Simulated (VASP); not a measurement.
# EuS: single point with PBE

**The experiment to reproduce.**

From “Crystal-field mediated electronic transitions of EuS up to 35 GPa”, 2022, pmc:8786971, for a powder of EuS at 300 K: band gap 1.72 eV (optical).

The system is EuS.

```xyz
2
Lattice="0.0000 2.9785 2.9785 2.9785 0.0000 2.9785 2.9785 2.9785 0.0000" Properties=species:S:1:pos:R:3 pbc="T T T"
Eu    0.0000    0.0000    0.0000
S     2.9785    2.9785    2.9785
```

- Program: VASP 6.6.1
- Task: single point
- Functional: PBE
- Potentials or basis: VASP PAW PBE potentials, release 64 (Eu, S)
- Cutoff: 520 eV
- k mesh: 8 × 8 × 8
- Occupations: gaussian, width 0.03 eV
- Spin: collinear spin, ferromagnetic start
- Starting moments: [7.0, 0.0] μB
- Further INCAR settings: ALGO = Normal; EDIFF = 1e-06; NBANDS = 22

- Pressure: -2.8 GPa
- Band gap on the k mesh: none (metal or under the smearing width)
- Net moment: 6.99 μB per cell
- Site moments: Eu +6.59; S -0.07 μB
- Valence electrons inside the program's atomic spheres: Eu 14.75; S 3.75

Levels at points of the mesh, in eV from the Fermi level:
Spin up:
```tsv
k point	band 11	band 12	band 13	band 14	band 15	band 16	band 17	band 18	band 19	band 20
(0.00, 0.00, 0.00)	-0.21	-0.21	0.10	0.10	0.10	0.82	1.09	1.09	1.09	1.96
(0.50, 0.00, 0.00)	-0.34	-0.25	-0.25	-0.22	-0.21	2.96	3.23	3.66	3.66	6.56
(0.50, 0.50, 0.00)	-0.28	-0.27	-0.27	-0.23	-0.04	-0.04	3.10	3.24	4.53	4.69
```
Spin down:
```csv
k point,band 6,band 7,band 8,band 9,band 10,band 11
"(0.00, 0.00, 0.00)",-2.60,-2.60,-2.60,1.45,1.87,1.87
"(0.50, 0.00, 0.00)",-5.11,-3.73,-3.73,2.89,4.06,4.13
"(0.50, 0.50, 0.00)",-3.73,-2.95,-2.95,-0.12,3.95,3.97
```

It took 45 s on 1 thread of Intel(R) Xeon(R) Platinum 8559C (Emerald Rapids), on a shared host, peak memory 0.24 GiB.

Measured gap of EuS: 1.72 eV (optical; 300 K; powder; “Crystal-field mediated electronic transitions of EuS up to 35 GPa”, 2022, pmc:8786971). This calculation gives 0.00 eV (-1.72 eV). So large a miss can be the level of theory's own, or it may mean another phase, state or a wrong row. Spin-orbit coupling on Eu is left out. The value is that of PBE on a finite k mesh, which can miss the band edges, without temperature or zero-point motion. Semilocal functionals fall short of measured gaps as a rule. The run's magnetic order (collinear spin, ferromagnetic start) needn't be the measured crystal's.

Caveat: spin-orbit coupling is left out, which moves the levels of the heavy elements; a cell with one magnetic atom can't hold antiferromagnetic order, which such compounds often take; without U or exact exchange the open f shell lies at the Fermi level, which spoils levels, moments and volumes. The state reached can hang on the start; a lower one may exist.
